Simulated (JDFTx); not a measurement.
# K under changes of volume

One of the cells (78.519 Å³/atom); the others are scaled copies at fixed shape and fractional positions:

```
K
1.0
    -2.69756    2.69756    2.69756
     2.69756   -2.69756    2.69756
     2.69756    2.69756   -2.69756
K
1
Direct
  0.00000 0.00000 0.00000
```

| Property | Result |
| --- | --- |
| Program | JDFTx 1.7.0 (patched build) |
| Functional | PBE |
| Potentials or basis | PseudoDojo-SR-PBE-0.5-standard |
| Cutoff | 1007 eV |
| Density cutoff | 4027 eV |
| k mesh | 7 × 7 × 7 |
| Occupations | fermi-dirac, width 0.05 eV |
| Spin | no spin polarisation |

```tsv
volume (Å³/atom)	energy over the lowest point (meV/atom)	pressure (GPa)
73.807	0.00	0.0
75.378	?	?
76.948	1.59	-0.1
78.519	3.31	-0.2
80.089	5.59	-0.3
81.659	8.37	-0.3
83.230	11.58	-0.3
```

Problem. What does the run at 75.378 Å³/atom give?

Solution. Energy over the lowest point 0.46 meV/atom; pressure -0.1 GPa.

Worked out: A Birch-Murnaghan fit of order 3 (a polynomial in V^(-2/3)) to the other rows has its minimum at 73.59 Å³/atom, just outside them, with B0 = V·E''(V) = 3.6 GPa and B' = 3.7. It gives 0.46 meV/atom at 75.378 Å³/atom, against the run's 0.46, and -dE/dV = -0.1 GPa, against -0.1.

Energies are extrapolated to zero smearing.
